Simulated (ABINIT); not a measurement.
# TiSi (Cmmm) in ABINIT: further runs

One crystal, TiSi, is run at these levels: LDA, PBEsol; tasks: single point.

All numbers are computed with ABINIT 10.8.3 (patched build); they aren't measurements. Logs are shortened: lines on timing, memory, paths and dates and some standing lists are left out, and cuts for length are marked. The log counts tension as positive stress, the text compression.

### Step 1. The crystal as given

It takes space group Cmmm (No. 65, orthorhombic). Conventional cell: a = 3.632 Å, b = 4.235 Å, c = 3.804 Å, α = 90.00°, β = 90.00°, γ = 90.00°. Ti (site symmetry mmm) has 8 Si at 2.63 to 2.85 Å and 4 Ti at 2.79 Å as nearest neighbours. Si (site symmetry mmm) has 8 Ti at 2.63 to 2.85 Å and 4 Si at 2.79 Å as nearest neighbours.

The cell comes from a database or a generator and needn't be the stable form of this composition.

### Step 2. Single point, LDA

run.abi reads:

```
# Pseudopotentials
pp_dirpath "./"
pseudos "Ti.upf, Si.upf"

# Structure
acell 5.2719071033 5.2719071033 7.1883934562
rprim
     0.6510128017    -0.7590667507     0.0000000000
     0.6510128017     0.7590667507     0.0000000000
     0.0000000000     0.0000000000     1.0000000000
ntypat 2
znucl 22 14
natom 2
typat 1 2
xred
     0.5000000000     0.5000000000     0.0000000000
     0.0000000000     0.0000000000     0.5000000000
chkprim 0
chksymtnons 0
tolsym 1.0e-6

# Plane-wave basis
ecut 35.0

# k points
kptopt 1
ngkpt 8 8 5
nshiftk 1
shiftk 0.0 0.0 0.0

# Exchange and correlation
ixc 7

# Bands and occupations
nband 12
occopt 3
tsmear 0.00183747

# SCF cycle
nstep 100
tolvrs 1.0e-10

# Output
iomode 3
prtwf 0
prtden 0
prteig 0
prtebands 0
enunit 2
```

Potentials or basis: PseudoDojo NC SR LDA v0.4.1 standard.

Run with:

```
mpirun --bind-to none -np 4 abinit run.abi > log 2>&1
```

run.abo:

```text
.Version 10.8.3 of ABINIT
 Symmetries : space group Cm m m (# 65); Bravais oC (1-face-center ortho.)
================================================================================
 Values of the parameters that define the memory need of the present run
     intxc =       0    ionmov =       0      iscf =       7    lmnmax =       6
     lnmax =       6     mgfft =      40  mpssoang =       3    mqgrid =    3001
     natom =       2  nloc_mem =       1    nspden =       1   nspinor =       1
    nsppol =       1      nsym =       8    n1xccc =    2501    ntypat =       2
    occopt =       3   xclevel =       1
       mpw =        1989          nfft =       36000          nkpt =          63
================================================================================
================================================================================

--------------------------------------------------------------------------------
------------- Echo of variables that govern the present computation ------------
--------------------------------------------------------------------------------
 -outvars: echo values of preprocessed input variables --------
            acell      5.2719071033E+00  5.2719071033E+00  7.1883934562E+00 Bohr
              amu      4.78800000E+01  2.80855000E+01
          chkprim           0
      chksymtnons           0
             ecut      3.50000000E+01 Hartree
           enunit           2
                       outvar_i_n : Printing only first  50 k-points.
              ixc           7
                       outvar_i_n : Printing only first  50 k-points.
         kptrlatt        8    0    0      0    8    0      0    0    5
          kptrlen      3.59419673E+01
            natom           2
            nband          12
            ngfft          30      30      40
             nkpt          63
            nstep         100
             nsym           8
           ntypat           2
                       prtocc : prtvol=0, do not print more k-points.
           occopt           3
           prtden           0
        prtebands           0
           prteig           0
            prtwf           0
            rprim      6.5101280170E-01 -7.5906675070E-01  0.0000000000E+00
                       6.5101280170E-01  7.5906675070E-01  0.0000000000E+00
                       0.0000000000E+00  0.0000000000E+00  1.0000000000E+00
          spgroup          65
           tolsym      1.00000000E-06
           tolvrs      1.00000000E-10
           tsmear      1.83747000E-03 Hartree
            typat      1  2
                       outvars : Printing only first  50 k-points.
           xangst      1.8161779988E+00  0.0000000000E+00  0.0000000000E+00
                       0.0000000000E+00  0.0000000000E+00  1.9019669987E+00
            xcart      3.4320790136E+00  0.0000000000E+00  0.0000000000E+00
[... 107 lines left out ...]
    2        2.00000          1.75605643
================================================================================

 ----iterations are completed or convergence reached----

 Mean square residual over all n,k,spin=   46.025E-07; max=  81.504E-05
 reduced coordinates (array xred) for    2 atoms
       0.500000000000      0.500000000000      0.000000000000
       0.000000000000      0.000000000000      0.500000000000
 rms dE/dt=  0.0000E+00; max dE/dt=  0.0000E+00; dE/dt below (all hartree)
    1       0.000000000000      0.000000000000      0.000000000000
    2       0.000000000000      0.000000000000      0.000000000000

 cartesian coordinates (angstrom) at end:
    1      1.81617799879481     0.00000000000000     0.00000000000000
    2      0.00000000000000     0.00000000000000     1.90196699872233

 cartesian forces (hartree/bohr) at end:
    1     -0.00000000000000    -0.00000000000000    -0.00000000000000
    2     -0.00000000000000    -0.00000000000000    -0.00000000000000
 frms,max,avg= 0.0000000E+00 0.0000000E+00   0.000E+00  0.000E+00  0.000E+00 h/b

 cartesian forces (eV/Angstrom) at end:
    1     -0.00000000000000    -0.00000000000000    -0.00000000000000
    2     -0.00000000000000    -0.00000000000000    -0.00000000000000
 frms,max,avg= 0.0000000E+00 0.0000000E+00   0.000E+00  0.000E+00  0.000E+00 e/A
 length scales=  5.271907103300  5.271907103300  7.188393456200 bohr
              =  2.789773095171  2.789773095171  3.803933997445 angstroms
 Fermi (or HOMO) energy (hartree) =   0.37300   Average Vxc (hartree)=  -0.43649
 Eigenvalues (hartree) for nkpt=  63  k points:
 kpt#   1, nband= 12, wtk=  0.00313, kpt=  0.0000  0.0000  0.0000 (reduced coord)
  -1.69005   -0.83441   -0.81890   -0.81597   -0.05553    0.28469    0.31362    0.33121
   0.43321    0.45615    0.47690    0.56148
      occupation numbers for kpt#   1
   2.00000    2.00000    2.00000    2.00000    2.00000    2.00000    2.00000    2.00000
   0.00000    0.00000    0.00000    0.00000
 prteigrs : prtvol=0 or 1, do not print more k-points.

 Fermi (or HOMO) energy (eV) =  10.14994   Average Vxc (eV)= -11.87744
 Eigenvalues (   eV  ) for nkpt=  63  k points:
 kpt#   1, nband= 12, wtk=  0.00313, kpt=  0.0000  0.0000  0.0000 (reduced coord)
 -45.98850  -22.70534  -22.28340  -22.20369   -1.51112    7.74678    8.53402    9.01270
  11.78820   12.41251   12.97702   15.27867
 prteigrs : prtvol=0 or 1, do not print more k-points.

--- !EnergyTerms
iteration_state     : {dtset: 1, }
comment             : Components of total free energy in Hartree
kinetic             :  2.52473945329813E+01
hartree             :  1.49951668465390E+01
xc                  : -1.02695841999844E+01
Ewald energy        : -4.50376708455196E+01
psp_core            :  1.74328216896652E+00
local_psp           : -5.12274851834714E+01
non_local_psp       :  8.96561833545719E-01
internal            : -6.36523348469429E+01
'-kT*entropy'       : -4.47168657505860E-04
total_energy        : -6.36527820156004E+01
total_energy_eV     : -1.73208043705774E+03
band_energy         : -6.51771591630797E+00
...

 Cartesian components of stress tensor (hartree/bohr^3)
  sigma(1 1)=  2.64270065E-04  sigma(3 2)=  0.00000000E+00
  sigma(2 2)=  3.00612801E-04  sigma(3 1)=  0.00000000E+00
  sigma(3 3)=  2.94907970E-04  sigma(2 1)=  0.00000000E+00

-Cartesian components of stress tensor (GPa)         [Pressure= -8.4320E+00 GPa]
- sigma(1 1)=  7.77509374E+00  sigma(3 2)=  0.00000000E+00
- sigma(2 2)=  8.84433397E+00  sigma(3 1)=  0.00000000E+00
- sigma(3 3)=  8.67649203E+00  sigma(2 1)=  0.00000000E+00

== END DATASET(S) ==============================================================
================================================================================

 -outvars: echo values of variables after computation  --------
            acell      5.2719071033E+00  5.2719071033E+00  7.1883934562E+00 Bohr
           etotal     -6.3652782016E+01
            fcart     -0.0000000000E+00 -0.0000000000E+00 -0.0000000000E+00
                      -0.0000000000E+00 -0.0000000000E+00 -0.0000000000E+00
            rprim      6.5101280170E-01 -7.5906675070E-01  0.0000000000E+00
                       6.5101280170E-01  7.5906675070E-01  0.0000000000E+00
                       0.0000000000E+00  0.0000000000E+00  1.0000000000E+00
           strten      2.6427006466E-04  3.0061280145E-04  2.9490797001E-04
                       0.0000000000E+00  0.0000000000E+00  0.0000000000E+00
           xangst      1.8161779988E+00  0.0000000000E+00  0.0000000000E+00
                       0.0000000000E+00  0.0000000000E+00  1.9019669987E+00
             xred      5.0000000000E-01  5.0000000000E-01  0.0000000000E+00
                       0.0000000000E+00  0.0000000000E+00  5.0000000000E-01
 Calculation completed.
```

Wall time 14 s (4 MPI ranks of Arm Neoverse V1, shared host); peak memory 0.24 GiB.

Results:

```yaml
Free_energy: -1732.0804 eV
Band_gap_on_the_k_mesh: none (metal or under the smearing width)
Valence_electrons_inside_the_program's_atomic_spheres: Ti 9.60; Si 1.76
```

Caveat: the cutoff is too short for stress, so the log's stress isn't used.

### Step 3. Single point, PBEsol

Changes to run.abi since step 2:

```diff
@@ -14,5 +14,5 @@
 typat 1 2
-xred
-     0.5000000000     0.5000000000     0.0000000000
-     0.0000000000     0.0000000000     0.5000000000
+xcart
+     3.4320790136     0.0000000000     0.0000000000
+     0.0000000000     0.0000000000     3.5941967281
 chkprim 0
@@ -22,3 +22,3 @@
 # Plane-wave basis
-ecut 35.0
+ecut 1034.032677 eV
 
@@ -31,3 +31,3 @@
 # Exchange and correlation
-ixc 7
+ixc -116133
 
@@ -48,2 +48,2 @@
 prtebands 0
-enunit 2
+enunit 1
```

Potentials or basis: PseudoDojo NC SR PBEsol v0.4.1 standard.

Run with:

```
mpirun --bind-to none -np 4 abinit run.abi > log 2>&1
```

run.abo:

```text
.Version 10.8.3 of ABINIT
 Symmetries : space group Cm m m (# 65); Bravais oC (1-face-center ortho.)
================================================================================
 Values of the parameters that define the memory need of the present run
     intxc =       0    ionmov =       0      iscf =       7    lmnmax =       6
     lnmax =       6     mgfft =      40  mpssoang =       3    mqgrid =    3001
     natom =       2  nloc_mem =       1    nspden =       1   nspinor =       1
    nsppol =       1      nsym =       8    n1xccc =    2501    ntypat =       2
    occopt =       3   xclevel =       2
       mpw =        2229          nfft =       36000          nkpt =          63
================================================================================
================================================================================

--------------------------------------------------------------------------------
------------- Echo of variables that govern the present computation ------------
--------------------------------------------------------------------------------
 -outvars: echo values of preprocessed input variables --------
            acell      5.2719071033E+00  5.2719071033E+00  7.1883934562E+00 Bohr
              amu      4.78800000E+01  2.80855000E+01
          chkprim           0
      chksymtnons           0
             ecut      3.80000000E+01 Hartree
           enunit           1
                       outvar_i_n : Printing only first  50 k-points.
              ixc     -116133
                       outvar_i_n : Printing only first  50 k-points.
         kptrlatt        8    0    0      0    8    0      0    0    5
          kptrlen      3.59419673E+01
            natom           2
            nband          12
            ngfft          30      30      40
             nkpt          63
            nstep         100
             nsym           8
           ntypat           2
                       prtocc : prtvol=0, do not print more k-points.
           occopt           3
           prtden           0
        prtebands           0
           prteig           0
            prtwf           0
[... 122 lines left out ...]
 reduced coordinates (array xred) for    2 atoms
       0.499999999997      0.499999999997      0.000000000000
      -0.000000000003     -0.000000000003      0.500000000000
 rms dE/dt=  0.0000E+00; max dE/dt=  0.0000E+00; dE/dt below (all hartree)
    1       0.000000000000      0.000000000000      0.000000000000
    2       0.000000000000      0.000000000000      0.000000000000

 cartesian coordinates (angstrom) at end:
    1      1.81617799878345     0.00000000000000     0.00000000000000
    2     -0.00000000001136    -0.00000000000000     1.90196699872233

 cartesian forces (hartree/bohr) at end:
    1     -0.00000000000000    -0.00000000000000    -0.00000000000000
    2     -0.00000000000000    -0.00000000000000    -0.00000000000000
 frms,max,avg= 0.0000000E+00 0.0000000E+00   0.000E+00  0.000E+00  0.000E+00 h/b

 cartesian forces (eV/Angstrom) at end:
    1     -0.00000000000000    -0.00000000000000    -0.00000000000000
    2     -0.00000000000000    -0.00000000000000    -0.00000000000000
 frms,max,avg= 0.0000000E+00 0.0000000E+00   0.000E+00  0.000E+00  0.000E+00 e/A
 length scales=  5.271907103300  5.271907103300  7.188393456200 bohr
              =  2.789773095171  2.789773095171  3.803933997445 angstroms
 Fermi (or HOMO) energy (eV) =  10.17294   Average Vxc (eV)= -11.79580
 Eigenvalues (   eV  ) for nkpt=  63  k points:
 kpt#   1, nband= 12, wtk=  0.00313, kpt=  0.0000  0.0000  0.0000 (reduced coord)
 -46.29422  -22.81019  -22.38878  -22.30782   -1.53930    7.74796    8.51385    9.04412
  11.84438   12.48708   13.05951   15.34775
 prteigrs : prtvol=0 or 1, do not print more k-points.

--- !EnergyTerms
iteration_state     : {dtset: 1, }
comment             : Components of total free energy in Hartree
kinetic             :  2.51972779838560E+01
hartree             :  1.49657670682336E+01
xc                  : -1.02686459626844E+01
Ewald energy        : -4.50376708455196E+01
psp_core            :  1.83405486123636E+00
local_psp           : -5.12757351618707E+01
non_local_psp       :  1.00790479927090E+00
internal            : -6.35770472574778E+01
'-kT*entropy'       : -4.59777067736104E-04
total_energy        : -6.35775070345455E+01
total_energy_eV     : -1.73003210047359E+03
band_energy         : -6.56297156500107E+00
...

 Cartesian components of stress tensor (hartree/bohr^3)
  sigma(1 1)=  1.17322061E-04  sigma(3 2)=  0.00000000E+00
  sigma(2 2)=  1.72484604E-04  sigma(3 1)=  0.00000000E+00
  sigma(3 3)=  1.47843406E-04  sigma(2 1)=  0.00000000E+00

-Cartesian components of stress tensor (GPa)         [Pressure= -4.2920E+00 GPa]
- sigma(1 1)=  3.45173420E+00  sigma(3 2)=  0.00000000E+00
- sigma(2 2)=  5.07467226E+00  sigma(3 1)=  0.00000000E+00
- sigma(3 3)=  4.34970318E+00  sigma(2 1)=  0.00000000E+00

== END DATASET(S) ==============================================================
================================================================================

 -outvars: echo values of variables after computation  --------
            acell      5.2719071033E+00  5.2719071033E+00  7.1883934562E+00 Bohr
           etotal     -6.3577507035E+01
            fcart     -0.0000000000E+00 -0.0000000000E+00 -0.0000000000E+00
                      -0.0000000000E+00 -0.0000000000E+00 -0.0000000000E+00
            rprim      6.5101280170E-01 -7.5906675070E-01  0.0000000000E+00
                       6.5101280170E-01  7.5906675070E-01  0.0000000000E+00
                       0.0000000000E+00  0.0000000000E+00  1.0000000000E+00
           strten      1.1732206067E-04  1.7248460416E-04  1.4784340625E-04
                       0.0000000000E+00  0.0000000000E+00  0.0000000000E+00
           xangst      1.8161779988E+00  4.1619257281E-17  0.0000000000E+00
                      -1.1358372337E-11 -2.4451970521E-28  1.9019669987E+00
             xred      5.0000000000E-01  5.0000000000E-01  0.0000000000E+00
                      -3.1269986600E-12 -3.1269986600E-12  5.0000000000E-01
 Calculation completed.
```

Wall time 8.2 s (4 MPI ranks of AMD EPYC 9R45 (Zen 5), shared host); peak memory 0.28 GiB.

What came out:

* Free energy: -1730.0321 eV
* Pressure: -4.3 GPa
* Band gap on the k mesh: none (metal or under the smearing width)
* Valence electrons inside the program's atomic spheres: Ti 9.59; Si 1.74
